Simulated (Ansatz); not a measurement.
Sm in several cubic structure types, each at its own equilibrium volume.

All numbers below come from PBE, plane waves, PAW datasets (generated soft set 1) (Ansatz).

Settings: cutoff 420 eV; no spin polarisation; Fermi–Dirac smearing of 0.0612 eV; k-meshes 44³ (bcc), 34³ (diamond), 42³ (fcc).

(1) Rank the structures by energy per atom, lowest first.
A. bcc
B. fcc
C. diamond

(2) Give the equilibrium volume and bulk modulus of each.

## Answers

(1) C (0.0 meV/atom), B (498 meV/atom), A (535 meV/atom).

(2) 
```json
{"structure": "bcc", "V₀ (Å³/atom)": "21.84", "B₀ (GPa)": "11.9"}
{"structure": "diamond", "V₀ (Å³/atom)": "20.91", "B₀ (GPa)": "122"}
{"structure": "fcc", "V₀ (Å³/atom)": "22.90", "B₀ (GPa)": "24"}
```

Only these cubic types are compared here; the real ground state can be another structure or magnetic.

Model structures, not the usual forms at ambient conditions (metastable or hypothetical): Sm (bcc type), Sm (diamond type), Sm (fcc type). The open f shell is treated without spin here, so this is a model state and not the ground state.
